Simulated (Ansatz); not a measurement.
Te2Pt (Moncheite):

```
Pt Te
1.0
     4.01000    0.00000    0.00000
    -2.00500    3.47276    0.00000
     0.00000    0.00000    5.20100
Pt Te
1 2
Direct
  0.00000 0.00000 0.00000
  0.66667 0.33333 0.75000
  0.33333 0.66667 0.25000
```

- Program: Ansatz 0.2.0
- Task: relaxation of cell and atoms
- Functional: RPBE
- Dispersion: D4
- Potentials or basis: Ansatz PAW
- Cutoff: 420 eV (not typed: the program's choice for these potentials)
- k mesh: 8 × 8 × 5
- Occupations: fermi-dirac, width 0.05 eV
- Spin: no spin polarisation

At the start: volume 24.14 Å³/atom.

Q: Where does the relaxation end?

A: It ends after 6 steps and the volume is 23.48 Å³/atom (-2.7 %); space group P-3m1 (No. 164, to 0.05 Å).

The path:
| step | energy change (eV) | largest force (eV/Å) | volume (Å³) |
| --- | --- | --- | --- |
| 1 | 0.0000 | 1.1522 | 72.43 |
| 2 | -0.0119 | 1.0120 | 72.51 |
| 3 | -0.1255 | 0.0831 | 71.36 |
| 4 | -0.1290 | 0.0111 | 70.20 |
| 5 | -0.1292 | 0.0005 | 70.45 |
| 6 | -0.1286 | 0.0003 | 70.45 |

Final structure:
```
Pt Te
1.0
     4.02780    0.00000    0.00000
    -2.01390    3.48818    0.00000
     0.00000    0.00000    5.01410
Pt Te
1 2
Direct
  0.00000 0.00000 0.00000
  0.66667 0.33333 0.72693
  0.33333 0.66667 0.27307
```

Caveat: the plane-wave basis is chosen anew once the cell has moved, so the energies of steps on either side of that aren't comparable; the PAW data sets come from PBE, with cores solved anew for the run's functional, which leaves a small shift of forces and pressure.
